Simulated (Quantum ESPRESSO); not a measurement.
Crystal: Si.

```
Si
1.0
     2.62054    0.00000    0.00000
    -1.31027    2.26946    0.00000
     0.00000    0.00000    2.46635
Si
1
Direct
  0.00000 0.00000 0.00000
```

This isn't the form of Si at room conditions, which is diamond.

```yaml
Program: Quantum ESPRESSO 7.5
Task: phonons and electron-phonon coupling
Functional: LDA
Potentials_or_basis: GBRV 1.5 LDA
Cutoff: 612 eV
Density_cutoff: 4898 eV
k_mesh: 12 × 12 × 12
Occupations: methfessel-paxton, width 0.272 eV
Spin: no spin polarisation
Form_of_the_LDA_correlation: PZ81
Mixing_beta: 0.5
Most_SCF_iterations: 120
SCF_threshold: 2e-10 Ry
q_mesh: 4 × 4 × 4
```

The cell and the atoms were relaxed first, to 14.55 Å³/atom (a = 2.599 Å, b = 2.599 Å, c = 2.487 Å, α = 90.00°, β = 90.00°, γ = 120.00°), and the response was taken there.

```xyz
1
Lattice="2.5987 0.0000 0.0000 -1.2994 2.2506 0.0000 0.0000 0.0000 2.4872" Properties=species:S:1:pos:R:3 pbc="T T T"
Si    0.0000    0.0000    0.0000
```

Levels for the coupling come from a 36 × 36 × 36 mesh; ten broadenings of the double delta from 0.07 to 0.68 eV; Tc from the McMillan formula in the Allen-Dynes form.

How strong is the electron-phonon coupling, and what superconducting temperature follows?

Over broadenings from 0.27 to 0.54 eV, λ lies between 0.86 and 0.87 and ω_log near 275 K, which gives Tc from 14.8 to 15.5 K at μ* = 0.10 and from 12.2 to 12.8 K at μ* = 0.13.

Electron-phonon coupling by broadening of the double delta (levels on a 36 × 36 × 36 mesh):
| broadening (eV) | λ | N(E_F) (states/eV a spin and cell) | ω_log (K) | Tc, μ* 0.10 (K) | Tc, μ* 0.13 (K) |
| --- | --- | --- | --- | --- | --- |
| 0.07 | 0.88 | 0.181 | 353 | 19.8 | 16.5 |
| 0.14 | 0.87 | 0.187 | 306 | 16.7 | 13.8 |
| 0.20 | 0.86 | 0.187 | 291 | 15.9 | 13.1 |
| 0.27 | 0.87 | 0.187 | 282 | 15.5 | 12.8 |
| 0.34 | 0.87 | 0.187 | 276 | 15.2 | 12.6 |
| 0.41 | 0.87 | 0.188 | 274 | 15.0 | 12.5 |
| 0.48 | 0.86 | 0.188 | 273 | 14.9 | 12.3 |
| 0.54 | 0.86 | 0.188 | 273 | 14.8 | 12.2 |
| 0.61 | 0.86 | 0.187 | 273 | 14.7 | 12.1 |
| 0.68 | 0.85 | 0.187 | 274 | 14.6 | 12.1 |

Phonon frequencies at the corners of the path (cm⁻¹, interpolated; i marks imaginary ones):
| point | frequencies |
| --- | --- |
| Γ | 0 0 0 |
| M | 137 141 304 |
| K | 129 238 238 |
| A | 128 128 371 |
| L | 40 239 288 |
| H | 255 255 304 |

Coupling and linewidth of each mode at the computed q points (broadening 0.27 eV):
```csv
q,cm⁻¹,λ of the modes,linewidths (GHz)
"(0.00, 0.00, 0.25)",114 114 274,0.07 0.08 0.43,2 2 71
"(0.00, 0.00, -0.50)",128 128 371,0.01 0.01 0.68,0 0 204
"(0.00, 0.25, 0.00)",79 118 253,1.11 0.11 0.32,15 3 44
"(0.00, 0.25, 0.25)",133 240 300,0.17 0.19 0.18,7 24 35
"(0.00, 0.25, -0.50)",140 238 342,0.11 0.26 0.25,5 32 65
"(0.00, -0.50, 0.00)",137 141 304,0.06 0.44 0.54,3 19 110
"(0.00, -0.50, 0.25)",113 274 276,0.46 0.37 0.10,13 60 16
"(0.00, -0.50, -0.50)",40 239 288,7.24 0.57 0.57,25 71 104
"(0.25, 0.25, 0.00)",133 217 249,0.10 0.25 1.00,4 25 136
"(0.25, 0.25, 0.25)",231 238 288,0.11 0.54 0.07,13 67 12
```

The smallest broadenings aren't converged on these meshes, and μ* is assumed, not computed; spin fluctuations are left out.

Caveat: the mesh is thin for the phonons of a metal; λ from interpolated matrix elements is rough: modes that symmetry makes equal can differ by tens of percent.
